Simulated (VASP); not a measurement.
# TaC (Fm-3m) in VASP: a series of runs

One crystal, TaC, is run at these levels: PBE; tasks: relaxation of cell and atoms.

Program: VASP 6.6.1. These are calculated values, not measurements. Logs are shortened: lines on timing, memory, paths and dates and some standing lists are left out, and cuts for length are marked.

### Step 1. The structure

It takes space group Fm-3m (No. 225, cubic). The conventional cell has a = 4.446 Å, b = 4.446 Å, c = 4.446 Å, α = 90.00°, β = 90.00°, γ = 90.00°. Around Ta (site symmetry m-3m) lie 6 C at 2.22 Å. C (site symmetry m-3m) is surrounded by 6 Ta at 2.22 Å.

### Step 2. Relaxation of cell and atoms, PBE

File INCAR:

```
SYSTEM = TaC
  PREC = Accurate
  ENCUT = 600
  EDIFF = 1E-6
  ISMEAR = 1
  SIGMA = 0.1
  LREAL = .FALSE.
  LASPH = .TRUE.
  NELM = 80
  ALGO = Normal
  ISIF = 3
  LWAVE = .FALSE.
  LCHARG = .FALSE.
  GGA = PE
  IBRION = 2
  NSW = 90
  EDIFFG = -0.01
```

File KPOINTS:

```
regular mesh
0
G
  14 14 14
  0 0 0
```

File POSCAR:

```
TaC
1.0
    0.0000000000      2.2230000000      2.2230000000
    2.2230000000      0.0000000000      2.2230000000
    2.2230000000      2.2230000000      0.0000000000
Ta C
1 1
Direct
    0.0000000000      0.0000000000      0.0000000000
    0.5000000000      0.5000000000      0.5000000000
```

Potentials or basis: VASP PAW PBE potentials, release 64 (Ta_pv, C).

The run is started by

```bash
cat potpaw_PBE.64/Ta_pv/POTCAR potpaw_PBE.64/C/POTCAR > POTCAR
mpirun -np 1 vasp_std > vasp.out
```

OUTCAR:

```text
SYSTEM = TaC
   PREC = Accurate
   ENCUT = 600
   EDIFF = 1E-6
   ISMEAR = 1
   LREAL = .FALSE.
   LASPH = .TRUE.
   NELM = 80
   ISIF = 3
   GGA = PE
   IBRION = 2
   NSW = 90
   EDIFFG = -0.01

 ion  position               nearest neighbor table
   1  0.000  0.000  0.000-   2 2.22   2 2.22   2 2.22   2 2.22   2 2.22   2 2.22
   2  0.500  0.500  0.500-   1 2.22   1 2.22   1 2.22   1 2.22   1 2.22   1 2.22

  LATTYP: Found a face centered cubic cell.
 ALAT       =     4.4460000000

  Lattice vectors:

 A1 = (   0.0000000000,   2.2230000000,   2.2230000000)
 A2 = (   2.2230000000,   0.0000000000,   2.2230000000)
 A3 = (   2.2230000000,   2.2230000000,   0.0000000000)

Analysis of symmetry for initial positions (statically):
=====================================================================
 Subroutine PRICEL returns:
 Original cell was already a primitive cell.

 Routine SETGRP: Setting up the symmetry group for a
 face centered cubic supercell.

 Subroutine GETGRP returns: Found 48 space group operations
 (whereof 48 operations were pure point group operations)
 out of a pool of 48 trial point group operations.

The static configuration has the point symmetry O_h .

Analysis of symmetry for dynamics (positions and initial velocities):
=====================================================================
 Subroutine PRICEL returns:
 Original cell was already a primitive cell.

 Routine SETGRP: Setting up the symmetry group for a
 face centered cubic supercell.

 Subroutine GETGRP returns: Found 48 space group operations
 (whereof 48 operations were pure point group operations)
 out of a pool of 48 trial point group operations.

The dynamic configuration has the point symmetry O_h .

 Subroutine INISYM returns: Found 48 space group operations
 (whereof 48 operations are pure point group operations),
 and found     1 'primitive' translations

----------------------------------------------------------------------------------------

                                     Primitive cell

  volume of cell :      21.9709

  direct lattice vectors                    reciprocal lattice vectors
     0.000000000  2.223000000  2.223000000    -0.224921278  0.224921278  0.224921278
     2.223000000  0.000000000  2.223000000     0.224921278 -0.224921278  0.224921278
     2.223000000  2.223000000  0.000000000     0.224921278  0.224921278 -0.224921278

  length of vectors
     3.143796749  3.143796749  3.143796749     0.389575080  0.389575080  0.389575080

  position of ions in fractional coordinates (direct lattice)
     0.000000000  0.000000000  0.000000000
     0.500000000  0.500000000  0.500000000

  ion indices of the primitive-cell ions
   primitive index   ion index
                 1           1
                 2           2

----------------------------------------------------------------------------------------

 KPOINTS: regular mesh

Automatic generation of k-mesh.
 Grid dimensions read from file:
 generate k-points for:   14   14   14

 Generating k-lattice:

  Cartesian coordinates                     Fractional coordinates (reciprocal lattice)
    -0.016065806  0.016065806  0.016065806     0.071428571  0.000000000  0.000000000
     0.016065806 -0.016065806  0.016065806     0.000000000  0.071428571  0.000000000
     0.016065806  0.016065806 -0.016065806     0.000000000  0.000000000  0.071428571

  Length of vectors
     0.027826791  0.027826791  0.027826791

  Shift w.r.t. Gamma in fractional coordinates (k-lattice)
     0.000000000  0.000000000  0.000000000

 Subroutine IBZKPT returns following result:
 ===========================================

 Found    104 irreducible k-points:

 Following reciprocal coordinates:
            Coordinates               Weight
  0.000000  0.000000  0.000000      1.000000
  0.071429  0.000000  0.000000      8.000000
  0.142857  0.000000  0.000000      8.000000
  0.214286  0.000000  0.000000      8.000000
  0.285714  0.000000  0.000000      8.000000
  0.357143  0.000000  0.000000      8.000000
[... 16 lines left out ...]
  0.214286  0.142857  0.000000     24.000000
  0.285714  0.142857  0.000000     24.000000
 [... further k-points ...]
   k-points           NKPTS =    104   k-points in BZ     NKDIM =    104   number of bands    NBANDS=     11
   number of dos      NEDOS =    301   number of ions     NIONS =      2
   total plane-waves  NPLWV =  21952
   dimension x,y,z NGX =    28 NGY =   28 NGZ =   28
   dimension x,y,z NGXF=    56 NGYF=   56 NGZF=   56
   ions per type =               1   1
   NGX,Y,Z   is equivalent  to a cutoff of  14.81, 14.81, 14.81 a.u.
   NGXF,Y,Z  is equivalent  to a cutoff of  29.61, 29.61, 29.61 a.u.
 SYSTEM =  TaC
   PREC   = accura    normal or accurate (medium, high low for compatibility)
   ISTART =      0    job   : 0-new  1-cont  2-samecut
   ICHARG =      2    charge: 1-file 2-atom 10-const
   ISPIN  =      1    spin polarized calculation?
   LNONCOLLINEAR =      F non collinear calculations
   LSORBIT =      F    spin-orbit coupling
   LASPH  =      T    aspherical Exc in radial PAW
   ENCUT  =  600.0 eV  44.10 Ry    6.64 a.u.   6.28  6.28  6.28*2*pi/ulx,y,z
   NELM   =     80;   NELMIN=  2; NELMDL= -5     # of ELM steps
   EDIFF  = 0.1E-05   stopping-criterion for ELM
   LREAL  =      F    real-space projection
   EDIFFG = -.1E-01   stopping-criterion for IOM
   NSW    =     90    number of steps for IOM
   IBRION =      2    ionic relax: 0-MD 1-quasi-New 2-CG
   NFREE  =      1    steps in history (QN), initial steepest desc. (CG)
   ISIF   =      3    stress and relaxation
   ISYM   =      2    0-nonsym 1-usesym 2-fastsym
   POTIM  = 0.5000    time-step for ionic-motion
   TEBEG  =    0.0;   TEEND  =   0.0 temperature during run
   PSTRESS=    0.0 pullay stress
   NELECT =      15.0000    total number of electrons
   NUPDOWN=      -1.0000    fix difference up-down
   EMIN   =  10.00;   EMAX   =-10.00  energy-range for DOS
   EFERMI =   0.00;   METHOD = LEGACY
   ISMEAR =     1;   SIGMA  =   0.10  broadening in eV -4-tet -1-fermi 0-gaus
   EFERMI_NEDOS =   21; number of points for ismear=-14 and -15
   IALGO  =     38    algorithm
   IMIX   =      4    mixing-type and parameters
     AMIX     =   0.40;   BMIX     =  1.00
     AMIX_MAG =   1.60;   BMIX_MAG =  1.00
  volume/ion in A,a.u.               =      10.99        74.13
  Fermi-wavevector in a.u.,A,eV,Ry     =   1.441526  2.724089 28.272865  2.077997
  Thomas-Fermi vector in A             =   2.560148
   LORBIT       =      0    0 simple, 1 ext, 2 COOP (PROOUT), +10 PAW based schemes
   GGA     = PE    functional components
   LHFCALC =     F    Hartree Fock is set to
   AEXX    =    0.0000 exact exchange contribution
   IVDW    =     0    specifies the selected vdW correction
   LEPSILON=     F    determine dielectric tensor
   LRPA    =     F    only Hartree local field effects (RPA)
 conjugate gradient relaxation of ions
 non-spin polarized calculation
 Methfessel and Paxton  Order N= 1 SIGMA  =   0.10
  energy-cutoff  :      600.00
  volume of cell :       21.97
 maximum number of plane-waves:       754
 NGX is ok and might be reduce to    28
   NGX = 13   NGY = 13   NGZ = 13

--------------------------------------- Ionic step        1  -------------------------------------------

 number of electron      14.9999999 magnetization

 Free energy of the ion-electron system (eV)
  ---------------------------------------------------
  ext. energy  EPLUGINS =         0.00000000
  ---------------------------------------------------
  free energy    TOTEN  =       -22.18726592 eV

  energy without entropy =      -22.18675438  energy(sigma->0) =      -22.18709540

------------------------ aborting loop because EDIFF is reached ----------------------------------------

  FORCE on cell =-STRESS in cart. coord.  units (eV):
  Direction    XX          YY          ZZ          XY          YZ          ZX
  --------------------------------------------------------------------------------------
  -------------------------------------------------------------------------------------
  Total        1.0118491      1.0118491      1.0118491     -0.0000000     -0.0000000      0.0000000
  in kB       73.7866778     73.7866778     73.7866778     -0.0000000     -0.0000000      0.0000000
  external PRESSURE =      73.7866778 kB  Pullay stress =       0.0000000 kB

 VOLUME and BASIS-vectors are now :
 -----------------------------------------------------------------------------
  energy-cutoff  :      600.00
  volume of cell :       21.97
      direct lattice vectors                 reciprocal lattice vectors
     0.000000000  2.223000000  2.223000000    -0.224921278  0.224921278  0.224921278
     2.223000000  0.000000000  2.223000000     0.224921278 -0.224921278  0.224921278
     2.223000000  2.223000000  0.000000000     0.224921278  0.224921278 -0.224921278
[... 37 lines left out ...]
 POSITION                                       TOTAL-FORCE (eV/Angst)
 -----------------------------------------------------------------------------------
      0.00000      0.00000      0.00000         0.000000      0.000000      0.000000
      2.27726      2.27726      2.27726        -0.000000     -0.000000     -0.000000
 -----------------------------------------------------------------------------------
    total drift:                                0.000000      0.000000      0.000000

  FREE ENERGIE OF THE ION-ELECTRON SYSTEM (eV)
  ---------------------------------------------------
  free  energy   TOTEN  =       -22.1420691005 eV

  energy  without entropy=      -22.1414458988  energy(sigma->0) =      -22.14186137

--------------------------------------- Ionic step        3  -------------------------------------------

 number of electron      15.0000001 magnetization

 Free energy of the ion-electron system (eV)
  ---------------------------------------------------
  ext. energy  EPLUGINS =         0.00000000
  ---------------------------------------------------
  free energy    TOTEN  =       -22.19813397 eV

  energy without entropy =      -22.19757139  energy(sigma->0) =      -22.19794644

 E-fermi :   8.3304     XC(G=0): -13.1191

 val. band max:        8.3148095132   @ k =  -0.2143   0.1429   0.0000
 cond. band min:       8.3588444871   @ k =   0.1429   0.0714   0.0000
 fundamental gap:      0.0440349739
 Fermi energy:         8.3304133363

 k-point     1 :       0.0000    0.0000    0.0000
  band No.  band energies     occupation
      1     -26.8726      2.00000
      2     -26.8726      2.00000
      3     -26.8726      2.00000
      4      -6.4770      2.00000
      5       6.9343      2.00000
      6       6.9343      2.00000
      7       6.9343      2.00000
      8       7.7557      2.00000
      9       7.7557      2.00000
     10       7.7557      2.00000
     11       8.8756     -0.00000

 k-point     2 :       0.0714    0.0000    0.0000
  band No.  band energies     occupation
      1     -26.9078      2.00000
      2     -26.8761      2.00000
      3     -26.8761      2.00000
      4      -6.3361      2.00000
      5       6.1981      2.00000
      6       6.5667      2.00000
      7       6.5667      2.00000
      8       7.4029      2.00000
      9       7.4029      2.00000
     10       8.1852      2.05942
     11       9.8768     -0.00000
[... 295 lines left out ...]
 k-point    24 :       0.2857    0.1429    0.0000
  band No.  band energies     occupation
      1     -27.2077      2.00000
      2     -26.9583      2.00000
      3     -26.9473      2.00000
      4      -4.7585      2.00000
      5       2.5359      2.00000
      6       4.2754      2.00000
      7       4.9536      2.00000
      8       7.0472      2.00000
      9       9.7304     -0.00000
     10      10.5237      0.00000
     11      12.1878      0.00000

 [... further k-points ...]

------------------------ aborting loop because EDIFF is reached ----------------------------------------

  FORCE on cell =-STRESS in cart. coord.  units (eV):
  Direction    XX          YY          ZZ          XY          YZ          ZX
  --------------------------------------------------------------------------------------
  -------------------------------------------------------------------------------------
  Total       -0.0150092     -0.0150092     -0.0150092      0.0000000      0.0000000      0.0000000
  in kB       -1.0705878     -1.0705878     -1.0705878      0.0000000      0.0000000      0.0000000
  external PRESSURE =      -1.0705878 kB  Pullay stress =       0.0000000 kB

 VOLUME and BASIS-vectors are now :
 -----------------------------------------------------------------------------
  energy-cutoff  :      600.00
  volume of cell :       22.46
      direct lattice vectors                 reciprocal lattice vectors
    -0.000000000  2.239433404  2.239433404    -0.223270761  0.223270761  0.223270761
     2.239433404 -0.000000000  2.239433404     0.223270761 -0.223270761  0.223270761
     2.239433404  2.239433404  0.000000000     0.223270761  0.223270761 -0.223270761

 POSITION                                       TOTAL-FORCE (eV/Angst)
 -----------------------------------------------------------------------------------
      0.00000      0.00000      0.00000        -0.000000      0.000000      0.000000
      2.23943      2.23943      2.23943         0.000000     -0.000000     -0.000000
 -----------------------------------------------------------------------------------
    total drift:                                0.000000      0.000000      0.000000

  FREE ENERGIE OF THE ION-ELECTRON SYSTEM (eV)
  ---------------------------------------------------
  free  energy   TOTEN  =       -22.1981339659 eV

  energy  without entropy=      -22.1975713919  energy(sigma->0) =      -22.19794644

 reached required accuracy - stopping structural energy minimisation
```

It took 66 s on 1 thread of Intel Xeon Platinum 8259CL at 2.50GHz (Skylake/Cascade Lake), shared host; peak memory 0.19 GiB.

What came out:

```
Free energy                            : -22.1981 eV
Relaxed volume                         : 11.23 Å³/atom
Relaxed cell                           : a = 3.167 Å, b = 3.167 Å, c = 3.167 Å, α = 60.00°, β = 60.00°, γ = 60.00°
Space group after relaxing (to 0.05 Å) : Fm-3m (No. 225)
Energy gained by relaxing              : 5.4 meV/atom
Ionic steps                            : 3
Pressure after relaxing                : -0.1 GPa
Band gap on the k mesh                 : none (metal or under the smearing width)
```

The path:
```csv
step,energy change (eV),largest force (eV/Å),pressure (GPa),volume (Å³)
1,0.0000,0.0000,7.38,21.97
2,0.0452,0.0000,-14.72,23.62
3,-0.0109,0.0000,-0.11,22.46
```

Final structure:
```
Ta C
1.0
     0.00000    2.23943    2.23943
     2.23943    0.00000    2.23943
     2.23943    2.23943    0.00000
Ta C
1 1
Direct
  0.00000 0.00000 0.00000
  0.50000 0.50000 0.50000
```

Levels at points of the mesh, in eV from the Fermi level:
| k point | band 4 | band 5 | band 6 | band 7 | band 8 | band 9 | band 10 | band 11 |
| --- | --- | --- | --- | --- | --- | --- | --- | --- |
| (0.00, 0.00, 0.00) | -14.81 | -1.40 | -1.40 | -1.40 | -0.57 | -0.57 | -0.57 | 0.55 |
| (0.50, 0.00, 0.00) | -10.47 | -8.73 | -5.49 | -5.49 | 2.57 | 2.57 | 3.52 | 5.25 |
| (0.50, 0.50, 0.00) | -12.71 | -4.71 | -4.55 | -1.87 | -1.87 | 2.46 | 3.91 | 3.91 |

Spin-orbit coupling is left out, which matters for the levels of Ta. PBE usually gives volumes a little too large and moduli too small.

### Step 3. Relaxation of cell and atoms, PBE

This run uses another cell than the first one, of 11.23 Å³/atom, 1.022 times its volume.

INCAR, as its differences from that of step 2:

```diff
@@ -3,3 +3,3 @@
   ENCUT = 600
-  EDIFF = 1E-6
+  EDIFF = 1E-7
   ISMEAR = 1
@@ -16,2 +16,2 @@
   NSW = 90
-  EDIFFG = -0.01
+  EDIFFG = -0.005
```

KPOINTS is that of step 2.

File POSCAR:

```
TaC                                     
1.0
   -0.0000000000      2.2394334038      2.2394334038
    2.2394334038     -0.0000000000      2.2394334038
    2.2394334038      2.2394334038      0.0000000000
  Ta              C             
     1     1
Direct
     0.0000000000000000    0.0000000000000000    0.0000000000000000
     0.5000000000000000    0.5000000000000000    0.5000000000000000
```

Potentials or basis: VASP PAW PBE potentials, release 64 (Ta_pv, C).

The run is started by

```bash
cat potpaw_PBE.64/Ta_pv/POTCAR potpaw_PBE.64/C/POTCAR > POTCAR
mpirun -np 1 vasp_std > vasp.out
```

Wall time 61 s (1 thread of Intel Xeon Platinum 8259CL at 2.50GHz (Skylake/Cascade Lake), shared host); peak memory 0.19 GiB.

Results (log left out):

| Property | Result |
| --- | --- |
| Free energy | -22.1986 eV |
| Relaxed volume | 11.23 Å³/atom |
| Relaxed cell | a = 3.167 Å, b = 3.167 Å, c = 3.167 Å, α = 60.00°, β = 60.00°, γ = 60.00° |
| Space group after relaxing (to 0.05 Å) | Fm-3m (No. 225) |
| Energy gained by relaxing | 0.0 meV/atom |
| Ionic steps | 3 |
| Pressure after relaxing | 0.0 GPa |
| Band gap on the k mesh | none (metal or under the smearing width) |

Final structure:
```
Ta C
1.0
     0.00000    2.23911    2.23911
     2.23911    0.00000    2.23911
     2.23911    2.23911    0.00000
Ta C
1 1
Direct
  0.00000 0.00000 0.00000
  0.50000 0.50000 0.50000
```

Levels at points of the mesh, in eV from the Fermi level:
```csv
k point,band 4,band 5,band 6,band 7,band 8,band 9,band 10,band 11
"(0.00, 0.00, 0.00)",-14.81,-1.40,-1.40,-1.40,-0.58,-0.58,-0.58,0.55
"(0.50, 0.00, 0.00)",-10.47,-8.73,-5.50,-5.50,2.57,2.57,3.53,5.25
"(0.50, 0.50, 0.00)",-12.71,-4.71,-4.55,-1.87,-1.87,2.46,3.91,3.91
```

The run has no spin-orbit coupling, so splittings on Ta are missing.
